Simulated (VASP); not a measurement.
# BAs (F-43m) in VASP: a series of runs

The runs below take BAs through single point, with LDA.

All numbers are computed with VASP 6.6.1; they aren't measurements. Logs are shortened: lines on timing, memory, paths and dates and some standing lists are left out, and cuts for length are marked.

## Step 1: The undisturbed crystal

Symmetry: F-43m, No. 216, cubic system. Conventional cell: a = 4.777 Å, b = 4.777 Å, c = 4.777 Å, α = 90.00°, β = 90.00°, γ = 90.00°. Around B (site symmetry -43m) lie 4 As at 2.07 Å. As (site symmetry -43m) has 4 B at 2.07 Å as nearest neighbours.

## Step 2: Single point, LDA (a relaxed cell with its volume scaled by 0.94)

Input file INCAR:

```
SYSTEM = BAs
ALGO = Fast
EDIFF = 1E-7
ENCUT = 350
GGA = CA
ISIF = 2
ISMEAR = 0
LASPH = .TRUE.
LCHARG = .FALSE.
LREAL = .FALSE.
LWAVE = .FALSE.
NBANDS = 11
NELM = 80
PREC = Accurate
SIGMA = 0.02
```

Input file KPOINTS:

```
k-points
0
G
  6 6 6
  0 0 0
```

Input file POSCAR:

```
BAs                                     
1.0
    0.0000000000      2.3220688819      2.3220688819
    2.3220688819     -0.0000000000      2.3220688819
    2.3220688819      2.3220688819     -0.0000000000
  B               As            
     1     1
Direct
     0.0000000000000000    0.0000000000000000    0.0000000000000000
     0.2500000000000000    0.2500000000000000    0.2500000000000000
```

Potentials or basis: VASP PAW LDA potentials, release 64 (B, As).

Launch:

```sh
> cat potpaw_LDA.64/B/POTCAR potpaw_LDA.64/As/POTCAR > POTCAR
> mpirun -np 1 vasp_std > vasp.out
```

OUTCAR:

```text
SYSTEM = BAs
   EDIFF = 1E-7
   ENCUT = 350
   GGA = CA
   ISIF = 2
   ISMEAR = 0
   LASPH = .TRUE.
   LREAL = .FALSE.
   NELM = 80
   PREC = Accurate

 ion  position               nearest neighbor table
   1  0.000  0.000  0.000-   2 2.01   2 2.01   2 2.01   2 2.01
   2  0.250  0.250  0.250-   1 2.01   1 2.01   1 2.01   1 2.01

  LATTYP: Found a face centered cubic cell.
 ALAT       =     4.6441377638

  Lattice vectors:

 A1 = (   0.0000000000,   2.3220688819,   2.3220688819)
 A2 = (   2.3220688819,   0.0000000000,   2.3220688819)
 A3 = (   2.3220688819,   2.3220688819,   0.0000000000)

Analysis of symmetry for initial positions (statically):
=====================================================================
 Subroutine PRICEL returns:
 Original cell was already a primitive cell.

 Routine SETGRP: Setting up the symmetry group for a
 face centered cubic supercell.

 Subroutine GETGRP returns: Found 24 space group operations
 (whereof 24 operations were pure point group operations)
 out of a pool of 48 trial point group operations.

The static configuration has the point symmetry T_d .

Analysis of symmetry for dynamics (positions and initial velocities):
=====================================================================
 Subroutine PRICEL returns:
 Original cell was already a primitive cell.

 Routine SETGRP: Setting up the symmetry group for a
 face centered cubic supercell.

 Subroutine GETGRP returns: Found 24 space group operations
 (whereof 24 operations were pure point group operations)
 out of a pool of 48 trial point group operations.

The dynamic configuration has the point symmetry T_d .

 Subroutine INISYM returns: Found 24 space group operations
 (whereof 24 operations are pure point group operations),
 and found     1 'primitive' translations

----------------------------------------------------------------------------------------

                                     Primitive cell

  volume of cell :      25.0412

  direct lattice vectors                    reciprocal lattice vectors
     0.000000000  2.322068882  2.322068882    -0.215325223  0.215325223  0.215325223
     2.322068882  0.000000000  2.322068882     0.215325223 -0.215325223  0.215325223
     2.322068882  2.322068882  0.000000000     0.215325223  0.215325223 -0.215325223

  length of vectors
     3.283901306  3.283901306  3.283901306     0.372954227  0.372954227  0.372954227

  position of ions in fractional coordinates (direct lattice)
     0.000000000  0.000000000  0.000000000
     0.250000000  0.250000000  0.250000000

  ion indices of the primitive-cell ions
   primitive index   ion index
                 1           1
                 2           2

----------------------------------------------------------------------------------------

 KPOINTS: k-points

Automatic generation of k-mesh.
 Grid dimensions read from file:
 generate k-points for:    6    6    6

 Generating k-lattice:

  Cartesian coordinates                     Fractional coordinates (reciprocal lattice)
    -0.035887537  0.035887537  0.035887537     0.166666667  0.000000000  0.000000000
     0.035887537 -0.035887537  0.035887537     0.000000000  0.166666667  0.000000000
     0.035887537  0.035887537 -0.035887537     0.000000000  0.000000000  0.166666667

  Length of vectors
     0.062159038  0.062159038  0.062159038

  Shift w.r.t. Gamma in fractional coordinates (k-lattice)
     0.000000000  0.000000000  0.000000000

 Subroutine IBZKPT returns following result:
 ===========================================

 Found     16 irreducible k-points:

 Following reciprocal coordinates:
            Coordinates               Weight
  0.000000  0.000000  0.000000      1.000000
  0.166667  0.000000  0.000000      8.000000
  0.333333  0.000000  0.000000      8.000000
  0.500000  0.000000  0.000000      4.000000
  0.166667  0.166667  0.000000      6.000000
  0.333333  0.166667  0.000000     24.000000
[... 8 lines left out ...]
 -0.333333  0.333333  0.166667     24.000000
 -0.333333  0.500000  0.166667     12.000000
   k-points           NKPTS =     16   k-points in BZ     NKDIM =     16   number of bands    NBANDS=     11
   number of dos      NEDOS =    301   number of ions     NIONS =      2
   total plane-waves  NPLWV =   8000
   dimension x,y,z NGX =    20 NGY =   20 NGZ =   20
   dimension x,y,z NGXF=    40 NGYF=   40 NGZF=   40
   ions per type =               1   1
   NGX,Y,Z   is equivalent  to a cutoff of  10.12, 10.12, 10.12 a.u.
   NGXF,Y,Z  is equivalent  to a cutoff of  20.25, 20.25, 20.25 a.u.
 SYSTEM =  BAs
   PREC   = accura    normal or accurate (medium, high low for compatibility)
   ISTART =      0    job   : 0-new  1-cont  2-samecut
   ICHARG =      2    charge: 1-file 2-atom 10-const
   ISPIN  =      1    spin polarized calculation?
   LNONCOLLINEAR =      F non collinear calculations
   LSORBIT =      F    spin-orbit coupling
   LASPH  =      T    aspherical Exc in radial PAW
   ENCUT  =  350.0 eV  25.72 Ry    5.07 a.u.   5.01  5.01  5.01*2*pi/ulx,y,z
   NELM   =     80;   NELMIN=  2; NELMDL= -5     # of ELM steps
   EDIFF  = 0.1E-06   stopping-criterion for ELM
   LREAL  =      F    real-space projection
   EDIFFG = 0.1E-05   stopping-criterion for IOM
   NSW    =      0    number of steps for IOM
   IBRION =     -1    ionic relax: 0-MD 1-quasi-New 2-CG
   NFREE  =      0    steps in history (QN), initial steepest desc. (CG)
   ISIF   =      2    stress and relaxation
   ISYM   =      2    0-nonsym 1-usesym 2-fastsym
   POTIM  = 0.5000    time-step for ionic-motion
   TEBEG  =    0.0;   TEEND  =   0.0 temperature during run
   PSTRESS=    0.0 pullay stress
   NELECT =       8.0000    total number of electrons
   NUPDOWN=      -1.0000    fix difference up-down
   EMIN   =  10.00;   EMAX   =-10.00  energy-range for DOS
   EFERMI =   0.00;   METHOD = LEGACY
   ISMEAR =     0;   SIGMA  =   0.02  broadening in eV -4-tet -1-fermi 0-gaus
   EFERMI_NEDOS =   21; number of points for ismear=-14 and -15
   IALGO  =     68    algorithm
   IMIX   =      4    mixing-type and parameters
     AMIX     =   0.40;   BMIX     =  1.00
     AMIX_MAG =   1.60;   BMIX_MAG =  1.00
  volume/ion in A,a.u.               =      12.52        84.49
  Fermi-wavevector in a.u.,A,eV,Ry     =   1.119145  2.114878 17.041103  1.252486
  Thomas-Fermi vector in A             =   2.255782
   LORBIT       =      0    0 simple, 1 ext, 2 COOP (PROOUT), +10 PAW based schemes
   GGA     = CA    functional components
   LHFCALC =     F    Hartree Fock is set to
   AEXX    =    0.0000 exact exchange contribution
   IVDW    =     0    specifies the selected vdW correction
   LEPSILON=     F    determine dielectric tensor
   LRPA    =     F    only Hartree local field effects (RPA)
 non-spin polarized calculation
 RMM-DIIS sequential band-by-band and
 Gauss-broadening in eV      SIGMA  =   0.02
  energy-cutoff  :      350.00
  volume of cell :       25.04
 maximum number of plane-waves:       388
   NGX =  9   NGY =  9   NGZ =  9

 number of electron       8.0000001 magnetization

 Free energy of the ion-electron system (eV)
  ---------------------------------------------------
  ext. energy  EPLUGINS =         0.00000000
  ---------------------------------------------------
  free energy    TOTEN  =       -12.85351067 eV

  energy without entropy =      -12.85351067  energy(sigma->0) =      -12.85351067

 E-fermi :   7.3380     XC(G=0): -11.1383

 val. band max:        7.1544611752   @ k =   0.0000   0.0000   0.0000
 cond. band min:       8.3133689355   @ k =   0.3333   0.3333   0.0000
 fundamental gap:      1.1589077603
 Fermi energy:         7.3380158569

 k-point     1 :       0.0000    0.0000    0.0000
  band No.  band energies     occupation
      1      -9.0214      2.00000
      2       7.1545      2.00000
      3       7.1545      2.00000
      4       7.1545      2.00000
      5      10.5146      0.00000
      6      10.5146      0.00000
      7      10.5146      0.00000
      8      12.9507      0.00000
      9      16.9514      0.00000
     10      20.5430      0.00000
     11      20.5430      0.00000

 k-point     2 :       0.1667    0.0000    0.0000
  band No.  band energies     occupation
      1      -8.5335      2.00000
      2       4.0579      2.00000
      3       6.4088      2.00000
      4       6.4088      2.00000
      5      10.8084      0.00000
      6      11.4704      0.00000
      7      11.4704      0.00000
      8      14.5397      0.00000
      9      18.4855      0.00000
     10      18.6564      0.00000
     11      18.6564      0.00000

 k-point     3 :       0.3333    0.0000    0.0000
  band No.  band energies     occupation
      1      -7.1546      2.00000
      2       0.0120      2.00000
      3       5.5135      2.00000
      4       5.5135      2.00000
      5      10.5011      0.00000
      6      12.1032      0.00000
      7      12.1032      0.00000
      8      16.0287      0.00000
      9      19.0832      0.00000
     10      19.5047      0.00000
     11      19.5047      0.00000

 k-point     4 :       0.5000    0.0000    0.0000
  band No.  band energies     occupation
      1      -5.8451      2.00000
      2      -2.2492      2.00000
      3       5.1879      2.00000
      4       5.1879      2.00000
      5      10.3663      0.00000
      6      12.0002      0.00000
      7      12.0003      0.00000
      8      16.0007      0.00000
      9      20.2828      0.00000
     10      22.2911      0.00000
     11      22.2911      0.00000
[... 127 lines left out ...]
 k-point    14 :       0.5000    0.3333    0.1667
  band No.  band energies     occupation
      1      -5.9763      2.00000
      2       0.1648      2.00000
      3       1.8420      2.00000
      4       3.6367      2.00000
      5      10.9897      0.00000
      6      12.4124      0.00000
      7      13.3981      0.00000
      8      16.7280      0.00000
      9      18.9922      0.00000
     10      21.5072      0.00000
     11      24.0705      0.00000

 k-point    15 :      -0.3333    0.3333    0.1667
  band No.  band energies     occupation
      1      -4.8067      2.00000
      2      -1.3036      2.00000
      3       1.3016      2.00000
      4       2.9063      2.00000
      5      11.4918      0.00000
      6      12.6688      0.00000
      7      14.9626      0.00000
      8      16.5133      0.00000
      9      17.8011      0.00000
     10      22.1679      0.00000
     11      24.3347      0.00000

 k-point    16 :      -0.3333    0.5000    0.1667
  band No.  band energies     occupation
      1      -4.2798      2.00000
      2      -1.3674      2.00000
      3       1.5029      2.00000
      4       1.6965      2.00000
      5      10.9174      0.00000
      6      11.2152      0.00000
      7      16.3039      0.00000
      8      16.4800      0.00000
      9      20.0270      0.00000
     10      23.5305      0.00000
     11      23.7775      0.00000

------------------------ aborting loop because EDIFF is reached ----------------------------------------

  FORCE on cell =-STRESS in cart. coord.  units (eV):
  Direction    XX          YY          ZZ          XY          YZ          ZX
  --------------------------------------------------------------------------------------
  -------------------------------------------------------------------------------------
  Total        1.6236029      1.6236029      1.6236029      0.0000000      0.0000000     -0.0000000
  in kB      103.8807580    103.8807580    103.8807580      0.0000000      0.0000000     -0.0000000
  external PRESSURE =     103.8807580 kB  Pullay stress =       0.0000000 kB

 VOLUME and BASIS-vectors are now :
 -----------------------------------------------------------------------------
  energy-cutoff  :      350.00
  volume of cell :       25.04
      direct lattice vectors                 reciprocal lattice vectors
     0.000000000  2.322068882  2.322068882    -0.215325223  0.215325223  0.215325223
     2.322068882  0.000000000  2.322068882     0.215325223 -0.215325223  0.215325223
     2.322068882  2.322068882  0.000000000     0.215325223  0.215325223 -0.215325223

 POSITION                                       TOTAL-FORCE (eV/Angst)
 -----------------------------------------------------------------------------------
      0.00000      0.00000      0.00000         0.000000      0.000000      0.000000
      1.16103      1.16103      1.16103        -0.000000     -0.000000     -0.000000
 -----------------------------------------------------------------------------------
    total drift:                                0.000001      0.000001      0.000001

  FREE ENERGIE OF THE ION-ELECTRON SYSTEM (eV)
  ---------------------------------------------------
  free  energy   TOTEN  =       -12.8535106674 eV

  energy  without entropy=      -12.8535106674  energy(sigma->0) =      -12.85351067
```

Run time: 3 s. Hardware: 1 thread of Intel Xeon Platinum 8488C (Sapphire Rapids), shared host; peak memory 0.11 GiB.

Results:

```
Free energy            : -12.8535 eV
Band gap on the k mesh : 1.16 eV, indirect (least direct gap 3.36 eV)
```

Caveat: the cutoff is under 1.25 times the usual one of these potentials, so pressure, stress and relaxed cells hold a basis-set (Pulay) error. A k mesh can miss the band edges.

## Step 3: Single point, LDA (a relaxed cell with its volume scaled by 1.06)

INCAR is that of step 2.

KPOINTS is that of step 2.

Input file POSCAR:

```
BAs                                     
1.0
    0.0000000000      2.4169505728      2.4169505728
    2.4169505728     -0.0000000000      2.4169505728
    2.4169505728      2.4169505728     -0.0000000000
  B               As            
     1     1
Direct
     0.0000000000000000    0.0000000000000000    0.0000000000000000
     0.2500000000000000    0.2500000000000000    0.2500000000000000
```

Potentials or basis: VASP PAW LDA potentials, release 64 (B, As).

Launch:

```sh
> cat potpaw_LDA.64/B/POTCAR potpaw_LDA.64/As/POTCAR > POTCAR
> mpirun -np 1 vasp_std > vasp.out
```

It took 3.4 s on 1 thread of Intel Xeon Platinum 8488C (Sapphire Rapids), shared host; peak memory 0.12 GiB.

It converged, with:

| Item | Value |
| --- | --- |
| Free energy | -12.8673 eV |
| Band gap on the k mesh | 1.24 eV, indirect (least direct gap 3.20 eV) |

Levels at points of the mesh, in eV from the valence-band top:
```
           k point  band 2  band 3  band 4  band 5  band 6  band 7
(0.00, 0.00, 0.00)    0.00    0.00    0.00    3.20    3.20    3.20
(0.50, 0.00, 0.00)   -8.50   -1.76   -1.76    2.48    4.70    4.70
(0.50, 0.50, 0.00)   -8.23   -3.93   -3.93    1.36    1.45   10.90
```

Caveat: the cutoff is under 1.25 times the usual one of these potentials, so pressure, stress and relaxed cells hold a basis-set (Pulay) error. A k mesh can miss the band edges.
